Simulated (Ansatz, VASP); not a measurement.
# KCl in VASP and in Ansatz

```
K Cl
1.0
    -0.06312    3.12454    3.12454
     3.12454   -0.06312    3.12454
     3.12454    3.12454   -0.06312
K Cl
1 1
Direct
  0.00000 0.00000 0.00000
  0.50000 0.50000 0.50000
```

Change from the starting cell: equal xy, yz and zx shear strains of -2 %.

Alike in both runs: task single point; functional PBE; k mesh 7 × 7 × 7; occupations fermi-dirac, width 0.03 eV; no spin polarisation.

```csv
,VASP,Ansatz
version,VASP 6.6.1,Ansatz 0.2.0
potentials or method,"VASP PAW PBE potentials, release 64 (K_sv, Cl), cutoff 520 eV","all-electron LAPW, scalar-relativistic"
```

```csv
,VASP,Ansatz,Ansatz less VASP
gap on the k mesh at the Fermi level (eV),5.12,5.12,+0.002
pressure (GPa),0.6,0.6,-0.02
largest component of the traceless stress (GPa),0.12,0.12,+0.001
```

Ansatz ran all-electron here, so the differences hold the error of VASP's frozen core and of both bases.

Caveats: an odd mesh through Γ misses points on the zone boundary, where band edges often lie.
